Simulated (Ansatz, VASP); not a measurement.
## CO in VASP and in Ansatz

```xyz
8
Lattice="5.6300 0.0000 0.0000 0.0000 5.6300 0.0000 0.0000 0.0000 5.6300" Properties=species:S:1:pos:R:3 pbc="T T T"
C     5.3935    5.3935    5.3935
C     3.0515    0.2365    2.5785
C     2.5785    3.0515    0.2365
C     0.2365    2.5785    3.0515
O     0.3772    0.3772    0.3772
O     2.4378    5.2528    3.1922
O     3.1922    2.4378    5.2528
O     5.2528    3.1922    2.4378
```

Alike in both runs: task single point; functional r2SCAN; k mesh 4 × 4 × 4; occupations gaussian, width 0.1 eV; no spin polarisation.

```csv
,VASP,Ansatz
version,VASP 6.6.1,Ansatz 0.2.0
potentials or method,"VASP PAW PBE potentials, release 64 (C, O)","scalar-relativistic, plane waves, PAW"
plane-wave cutoff (eV),520,500
valence electrons in the cell,40,40
```

Ansatz gave:

| Quantity | Value |
| --- | --- |
| gap on the k mesh at the Fermi level (eV) | 7.10 |
| least direct gap on the mesh (eV) | 7.10 |
| pressure (GPa) | 12.3 |
| rms of the force components (eV/Å) | 5.572 |

Q: Estimate VASP's values.

A: gap on the k mesh at the Fermi level (eV): 7.15; least direct gap on the mesh (eV): 7.15; pressure (GPa): 14.2; rms of the force components (eV/Å): 6.500.

Atom by atom the forces differ by 0.928 eV/Å (rms over components). With one functional, cell and mesh, what is left measures potentials, basis and numerics.

Caveats: the standard files for N, O and F lose accuracy on very short bonds; the PAW data sets were made with another functional, which shifts forces and pressure a little (VASP). r2SCAN opens gaps a little over a GGA but as a rule still falls short of measured ones. A k mesh can miss the band edges.
